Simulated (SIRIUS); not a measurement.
# Fitting the AM05 energy curve of HfN

Space group Fm-3m (No. 225). a = 4.512 Å, b = 4.512 Å, c = 4.512 Å, α = 90.00°, β = 90.00°, γ = 90.00°
| atom | site | symmetry | x | y | z |
| --- | --- | --- | --- | --- | --- |
| Hf | 4a | m-3m | 0.0000 | 0.0000 | 0.0000 |
| N | 4b | m-3m | 0.5000 | 0.0000 | 0.0000 |

The cell was scaled at fixed shape and fractions and run with SIRIUS, all-electron FP-LAPW, apw+lo standard; AM05, k mesh 10 × 10 × 10 on the cell of 2 atoms, fermi-dirac occupations of 0.05 eV, no spin polarisation, no spin-orbit coupling. Energies are those that the program minimises, any entropy of the smearing included. For a metal such a mesh isn't converged to the digits shown.

```csv
V (Å³/atom),energy over the lowest row (meV/atom)
10.7931,26.88
11.0227,8.57
11.2524,0.00
11.4820,0.03
11.7116,7.92
11.9413,?
12.1709,43.88
```

Q: Fit the third-order Birch-Murnaghan form, give V0, B0 and B′, and predict the energy left open.

A: With y = (V0/V)^(2/3), E = E0 + (9 V0 B0/16) [(y - 1)³ B′ + (y - 1)² (6 - 4y)]. Least squares through the rows shown give V0 = 11.3640 Å³/atom, E0 = -1.01 meV, B0 = 284.0 GPa (1 eV/Å³ = 160.218 GPa) and B′ = 4.39, with a largest miss of 0.03 meV. At V = 11.9413 the form with these constants gives 22.77 meV; the run gave 22.76 meV an atom. Measured volume: 11.58 Å³/atom (a printed reference work), so the fit lies -1.9 % from it. The runs are for a static lattice.
